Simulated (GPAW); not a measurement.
# PbSe (Clausthalite) (Fm-3m) in GPAW: a series of runs, part 2 of 3

GPAW 26.7.0. The steps go on from the part before.

## (3) Equation of state, RPBE+D3(BJ)

Contents of run.py:

```python
from ase import Atoms
from ase.calculators.mixing import SumCalculator
from ase.eos import EquationOfState
from ase.io import Trajectory
from ase.units import GPa
from dftd3.ase import DFTD3
from gpaw import GPAW, PW

atoms = Atoms(['Pb', 'Se'],
              cell=[[0.0, 3.06065, 3.06065],
                    [3.06065, 0.0, 3.06065],
                    [3.06065, 3.06065, 0.0]],
              scaled_positions=[[0.0, 0.0, 0.0],
                                [0.5, 0.5, 0.5]],
              pbc=True)

traj = Trajectory('eos.traj', 'w')
volumes, energies = [], []
for x in [0.94, 0.96, 0.98, 1.0, 1.02, 1.04, 1.06]:
    a = atoms.copy()
    a.set_cell(atoms.cell * x**(1 / 3), scale_atoms=True)
    calc = GPAW(mode=PW(600),
                xc='RPBE',
                kpts={'size': (6, 6, 6), 'gamma': True},
                occupations={'name': 'fermi-dirac', 'width': 0.05},
                nbands=19,
                convergence={'density': 1e-05, 'energy': 1e-05},
                maxiter=150,
                txt=f'eos-{x:.2f}.txt')
    a.calc = SumCalculator([calc, DFTD3(method='rpbe', damping='d3bj')])
    energies.append(a.get_potential_energy())
    volumes.append(a.get_volume())
    p = -a.get_stress()[:3].mean() / GPa
    calc.write(f'eos-{x:.2f}.gpw')
    traj.write(a)
    print(f'{x:.2f} {volumes[-1]:10.4f} A^3 {energies[-1]:14.6f} eV {p:9.3f} GPa', flush=True)

v0, e0, B = EquationOfState(volumes, energies, eos='birchmurnaghan').fit()
print(f'V0 = {v0:.4f} A^3, E0 = {e0:.6f} eV, B0 = {B / GPa:.2f} GPa')
```

Potentials or basis: the program's PAW data sets (release 1.2.1) made for this functional, pw.

Started as:

```console
OMP_NUM_THREADS=1 python run.py
```

The program printed:

```text
__  _  _
 | _ |_)|_||  |
 |__||  | ||/\| - 26.7.0

Input parameters:
  mode=PW(ecut=600.0),
  convergence={'density': 1e-05, 'energy': 1e-05},
  kpts=MonkhorstPack(size=(6, 6, 6), gamma=True),
  maxiter=150,
  nbands=19,
  occupations=Occupations(name='fermi-dirac', width=0.05),
  xc=XC(name='RPBE')

Diagonalizing LCAO Hamiltonian
Converting LCAO to pw mode

                Se

       Pb

Atoms  # Å, Bohr magnetons
|   | symbol |        x |        y |        z |    initial magnetic moments |
|---|--------|----------|----------|----------|-----------------------------|
| 0 |     Pb | 0.000000 | 0.000000 | 0.000000 | ( 0.0000,  0.0000,  0.0000) |
| 1 |     Se | 3.019285 | 3.019285 | 3.019285 | ( 0.0000,  0.0000,  0.0000) |

Unit cell  # Å
| periodic |        x |        y |        z |  lengths |    angles |
|----------|----------|----------|----------|----------|-----------|
|      yes | 0.000000 | 3.019285 | 3.019285 | 4.269914 | 60.000000 |
|      yes | 3.019285 | 0.000000 | 3.019285 | 4.269914 | 60.000000 |
|      yes | 3.019285 | 3.019285 | 0.000000 | 4.269914 | 60.000000 |

Number of symmetries: 48
Symmetry operations  # r_c * U_cc + t_c -> r_c
|    | kind |            matrix            |
|----|------|------------------------------|
|  0 |  σ   |  1, 0, 0,  1, 0,-1,  1,-1, 0 |
|  1 |  C2  |  1, 0, 0,  1,-1, 0,  1, 0,-1 |
|  2 |  E   |  1, 0, 0,  0, 1, 0,  0, 0, 1 |
|  3 |  σ   |  1, 0, 0,  0, 0, 1,  0, 1, 0 |
|  4 |  C4  |  1, 0,-1,  1, 0, 0,  1,-1, 0 |
|  5 |  S6  |  1, 0,-1,  1,-1, 0,  1, 0, 0 |
|  6 |  σ   |  1, 0,-1,  0, 1,-1,  0, 0,-1 |
|  7 |  C3  |  1, 0,-1,  0, 0,-1,  0, 1,-1 |
|  8 |  S6  |  1,-1, 0,  1, 0, 0,  1, 0,-1 |
|  9 |  C4  |  1,-1, 0,  1, 0,-1,  1, 0, 0 |
| 10 |  C3  |  1,-1, 0,  0,-1, 1,  0,-1, 0 |
| 11 |  σ   |  1,-1, 0,  0,-1, 0,  0,-1, 1 |
| 12 |  σ   |  0, 1, 0,  1, 0, 0,  0, 0, 1 |
| 13 |  C4  |  0, 1, 0,  0, 1,-1, -1, 1, 0 |
| 14 |  C3  |  0, 1, 0,  0, 0, 1,  1, 0, 0 |
| 15 |  S6  |  0, 1, 0, -1, 1, 0,  0, 1,-1 |
| 16 |  C2  |  0, 1,-1,  1, 0,-1,  0, 0,-1 |
| 17 |  σ   |  0, 1,-1,  0, 1, 0, -1, 1, 0 |
| 18 |  S4  |  0, 1,-1,  0, 0,-1,  1, 0,-1 |
| 19 |  C4  |  0, 1,-1, -1, 1, 0,  0, 1, 0 |
| 20 |  C3  |  0, 0, 1,  1, 0, 0,  0, 1, 0 |
| 21 |  σ   |  0, 0, 1,  0, 1, 0,  1, 0, 0 |
| 22 |  S6  |  0, 0, 1,  0,-1, 1, -1, 0, 1 |
| 23 |  C4  |  0, 0, 1, -1, 0, 1,  0,-1, 1 |
| 24 |  S4  |  0, 0,-1,  1, 0,-1,  0, 1,-1 |
| 25 |  C3  |  0, 0,-1,  0, 1,-1,  1, 0,-1 |
| 26 |  C2  |  0, 0,-1,  0,-1, 0, -1, 0, 0 |
| 27 |  S6  |  0, 0,-1, -1, 0, 0,  0,-1, 0 |
| 28 |  S4  |  0,-1, 1,  1,-1, 0,  0,-1, 0 |
| 29 |  C4  |  0,-1, 1,  0, 0, 1, -1, 0, 1 |
| 30 |  C2  |  0,-1, 1,  0,-1, 0,  1,-1, 0 |
| 31 |  σ   |  0,-1, 1, -1, 0, 1,  0, 0, 1 |
| 32 |  C3  |  0,-1, 0,  1,-1, 0,  0,-1, 1 |
| 33 |  S6  |  0,-1, 0,  0, 0,-1, -1, 0, 0 |
| 34 |  S4  |  0,-1, 0,  0,-1, 1,  1,-1, 0 |
| 35 |  C2  |  0,-1, 0, -1, 0, 0,  0, 0,-1 |
| 36 |  C2  | -1, 1, 0,  0, 1, 0,  0, 1,-1 |
| 37 |  S6  | -1, 1, 0,  0, 1,-1,  0, 1, 0 |
| 38 |  S4  | -1, 1, 0, -1, 0, 1, -1, 0, 0 |
| 39 |  C3  | -1, 1, 0, -1, 0, 0, -1, 0, 1 |
| 40 |  S6  | -1, 0, 1,  0, 0, 1,  0,-1, 1 |
| 41 |  C2  | -1, 0, 1,  0,-1, 1,  0, 0, 1 |
| 42 |  C3  | -1, 0, 1, -1, 1, 0, -1, 0, 0 |
| 43 |  S4  | -1, 0, 1, -1, 0, 0, -1, 1, 0 |
| 44 |  C2  | -1, 0, 0,  0, 0,-1,  0,-1, 0 |
| 45 |  i   | -1, 0, 0,  0,-1, 0,  0, 0,-1 |
| 46 |  σ   | -1, 0, 0, -1, 1, 0, -1, 0, 1 |
| 47 |  C2  | -1, 0, 0, -1, 0, 1, -1, 1, 0 |

BZ-sampling:
  Number of BZ points: 216
  Number of IBZ points: 16

  Monkhorst-Pack size: [6, 6, 6]
  Monkhorst-Pack shift: [0.08333333333333333, 0.08333333333333333, 0.08333333333333333]

K-points  # in reciprocal-cell coordinates
|     |                                coordinates |     weight |
|-----|--------------------------------------------|------------|
|   0 | (  0.00000000,   0.00000000,   0.00000000) | 0.00462963 |
|   1 | (  0.16666667,   0.16666667,   0.00000000) | 0.02777778 |
|   2 | (  0.16666667,   0.16666667,   0.16666667) | 0.03703704 |
|   3 | (  0.33333333,   0.16666667,   0.16666667) | 0.05555556 |
|   4 | (  0.33333333,   0.33333333,  -0.33333333) | 0.05555556 |
|   5 | (  0.33333333,   0.33333333,   0.00000000) | 0.02777778 |
|   6 | (  0.33333333,   0.33333333,   0.16666667) | 0.11111111 |
|   7 | (  0.33333333,   0.33333333,   0.33333333) | 0.03703704 |
|   8 | (  0.50000000,   0.33333333,  -0.33333333) | 0.11111111 |
|   9 | (  0.50000000,   0.33333333,  -0.16666667) | 0.05555556 |
| ... |                                            |            |
|  15 | (  0.50000000,   0.50000000,   0.50000000) | 0.01851852 |

Plane wave coefficients: 1868
Cutoff: 600.0 eV

Spin-components: 1 (collinear spins)
Bands:           19
Projectors:      11
Spin-degeneracy: 2
Datatype:        complex128

Parallelization:
  kpt:    1
  domain: 1
  band:   1

Density:
  Valence electrons: 20.0
  Components: 1
  Grid points: [25 25 25]
  Charge: 0.0  # |e|

Potential:
  Grid points: [25 25 25]

species:
  Pb:
    name:    Lead
    Z:       82.0
    valence: 14
    core:    68
    charge:  0.0  # [|e|]
    compensation charges:
      type: gauss
      rc: 0.38  # [Å]
      lmax: 2
    cutoffs:
      filter: 2.36  # [Å]
      core: 2.43  # [Å]
    projectors
    | kind |    occ | energy [eV] | rcut [Å] |
    |------|--------|-------------|----------|
    |   6s |  2.000 |     -11.900 |    1.259 |
    |   6p |  2.000 |      -3.434 |    1.275 |
    |   5d | 10.000 |     -21.207 |    1.217 |
    |    s |        |      15.312 |    1.259 |
    |    p |        |      23.777 |    1.275 |
    |    d |        |       6.004 |    1.217 |

    Using partial waves for Pb as LCAO basis

  Se:
    name:    Selenium
    Z:       34.0
    valence: 6
    core:    28
    charge:  0.0  # [|e|]
    compensation charges:
      type: gauss
      rc: 0.27  # [Å]
      lmax: 2
    cutoffs:
      filter: 1.77  # [Å]
      core: 2.67  # [Å]
    projectors
    | kind |    occ | energy [eV] | rcut [Å] |
    |------|--------|-------------|----------|
    |   4s |  2.000 |     -17.221 |    0.847 |
    |   4p |  4.000 |      -6.481 |    1.005 |
    |    s |        |       9.991 |    0.847 |
    |    p |        |      20.730 |    1.005 |
    |    d |        |       0.000 |    0.847 |

    Using partial waves for Se as LCAO basis

Reference energy: -633399.917794  # eV

eigensolver:
  PPCG
  Converge bands: occupied
  niter=2

density mixing:
  MSR1-Mixer
  Pratt-step length: 0.05
  Maximum mixing coefficient: 0.75
  Old densities: 10
  SVD Regularization: 0.005
  Good broyden scale: 1.0
  Trust region scale: 1.0
  Backstep threshold: 4.0
  History deletion threshold: 6.0
  Fourier metric: weight=20.0, sigma=0.015

occupation numbers:
  Fermi-Dirac:
    width: 0.0500  # eV

poisson solver:
  ecut: 4800.0  # eV

xc functional:
  name: RPBE with 2 nearest neighbor stencil

convergence criteria:
- Maximum integral of absolute [dens]ity change: 1e-05 electrons / valence electron
- Maximum [total energy] change in last 3 cyles: 1e-05 eV / valence electron
- Maximum integral of absolute [eigenst]ate change: 4e-08 eV^2 / valence electron
maximum number of iterations: 150

SCF iterations
|iter     | |      energy | eigst |  dens |
|---------|-|-------------|-------|-------|
|iter:   1| |   -7.832831 | -0.20 |       |
|iter:   2| |   -7.779514 | -2.06 | -1.24 |
|iter:   3| |   -7.603784 | -1.88 | -1.29 |
|iter:   4| |   -7.607320 | -3.64 | -1.91 |
|iter:   5| |   -7.608672 | -4.13 | -2.30 |
|iter:   6| |   -7.608742 | -5.44 | -3.18 |
|iter:   7| |   -7.608751c| -6.55 | -3.68 |
|iter:   8| |   -7.608751c| -7.52c| -4.45 |
|iter:   9| |   -7.608752c| -7.66c| -5.04c|

Converged in 9 steps
Energy contributions relative to reference atoms: (reference = -633399.917794)

Energy contributions:
  Kinetic:          25.740845
  Coulomb:         -24.934033
  Zero:             -0.079145
  External:          0.000000
  Xc:               -8.335634
  Entropy:          -0.001569
  Spinorbit:         0.000000
  ----------------------------
  Free energy:      -7.609536
  Extrapolated:     -7.608752

dipole moment: (-25.500010, -25.500010, -25.500010)  # |e|*Ang

Fermi level: 6.955
Eigenvalues  # (at kpt = [0.000, 0.000, 0.000])
| band index |      eig [eV] | occ [0-2] |
|------------|---------------|-----------|
|          0 |       -10.180 |     2.000 |
|        ... |               |           |
|          2 |       -10.180 |     2.000 |
|          3 |       -10.180 |     2.000 |
|          4 |       -10.180 |     2.000 |
|          5 |        -7.134 |     2.000 |
|          6 |         0.668 |     2.000 |
|          7 |         4.690 |     2.000 |
[... 9 lines left out ...]
|         17 |        15.552 |     0.000 |
|         18 |        15.799 |     0.000 |

Gap: 0.173 eV
Transition (v -> c):
  (s=0, k=15, n=9, [0.50, 0.50, 0.50]) -> (s=0, k=15, n=10, [0.50, 0.50, 0.50])
No difference between direct/indirect transitions

Stress tensor  # eV/Ang^3
|         x |         y |         z |
|-----------|-----------|-----------|
| -0.040652 |  0.000000 |  0.000000 |
|  0.000000 | -0.040652 |  0.000000 |
|  0.000000 |  0.000000 | -0.040652 |

# Writing to eos-0.96.gpw (mode='')
```

Wall time 63 s (1 thread of Arm Neoverse V2, shared host); peak memory 0.27 GiB.

What came out:

* Equilibrium volume: outside the volumes run

Energy against volume, from the lowest point:
| volume (Å³/atom) | energy (meV/atom) |
| --- | --- |
| 26.951 | 0.00 |
| 27.524 | 31.47 |
| 28.097 | 65.68 |
| 28.671 | 102.35 |
| 29.244 | 141.15 |
| 29.818 | 181.70 |
| 30.391 | 223.26 |

(Part 2 of 3 ends here.)
